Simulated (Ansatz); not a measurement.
Starting cell, CsBr (CsCl type):

```xyz
4
Lattice="8.7779 0.0000 0.0000 0.0000 4.3890 0.0000 0.0000 0.0000 4.3890" Properties=species:S:1:pos:R:3 pbc="T T T"
Cs     0.0000     0.0000     0.0000
Cs     4.3890     0.0000     0.0000
Br     2.1945     2.1945     2.1945
Br     6.5835     2.1945     2.1945
```

Scan: atom 4 (Br, nearest neighbour Cs at 3.801 Å; its periodic images, 4.4 Å or more away, move with it) is displaced along Cartesian [111], direction (0.577, 0.577, 0.577) in Cartesian axes, by s. The other atoms stay.

Method: PBE (plane waves to 420 eV, PAW, scalar-relativistic; Ansatz, a first-principles code). k mesh 3×6×6 (Γ-centred), Fermi-Dirac smearing 0.05 eV. E stands for the smeared free energy. CsBr was relaxed with its symmetry unable to fall. ΔE is measured from the undisplaced structure.

```csv
s (Å),ΔE (meV/cell)
-0.760,382
-0.608,209
-0.456,103
-0.304,42
-0.152,10
0.000,0
0.152,10
0.304,42
0.456,103
0.608,209
0.760,382
```

Q: What force constant k = d²E/ds² at s = 0 does the table give?

A: 0.8 eV/Å². It is the second difference of the nearest points, corrected with the next pair.

Q: With k = 0.83 eV/Å² from the forces, is the well harmonic out to s = 0.760 Å?

A: ½ks² = 241 meV/cell against the computed 382 meV/cell, so the well is stiffer than harmonic there.

(A displaced cell: forces are minus the slopes of the energy, force constants its curvatures, and phonons follow from these.)
